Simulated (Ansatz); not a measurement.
## Te2Mo: equation of state with PBE

Te2Mo, a slab with vacuum:

```
Te Mo
1.0
     6.36161    0.00000    0.00000
     0.00000    3.48040    0.00000
    -0.08574    0.00000   36.17589
Te Mo
4 2
Direct
  0.42925 0.75000 0.54070
  0.57075 0.25000 0.45930
  0.92085 0.25000 0.55653
  0.07915 0.75000 0.44347
  0.18135 0.25000 0.49747
  0.81865 0.75000 0.50253
```

```yaml
Program: Ansatz 0.2.0
Task: equation of state
Functional: PBE
Potentials_or_basis: PseudoDojo standard
Cutoff: 1120 eV
Density_cutoff: 4480 eV
k_mesh: 4 × 8 × 1
Occupations: fermi-dirac, width 0.05 eV
Spin: no spin polarisation
```

- Equilibrium volume: 134.46 Å³/atom
- Bulk modulus at fixed shape and positions: 17.7 GPa
- Pressure derivative of the bulk modulus: 4.5

Energy against volume, from the lowest point:
```
volume (Å³/atom)  energy (meV/atom)
         125.485              37.31
         128.155              17.51
         130.825               5.34
         133.495               0.00
         136.165               0.78
         138.835               7.03
         141.505              18.20
```

All runs of the series together: 12 min on 2 threads of Arm Neoverse V1, on a shared host.

Caveat: the cell was scaled at fixed shape and fractional positions, which overstates the stiffness of a crystal with free parameters, most of all of layers and chains. Spin-orbit coupling is left out, which matters for the levels of Te.
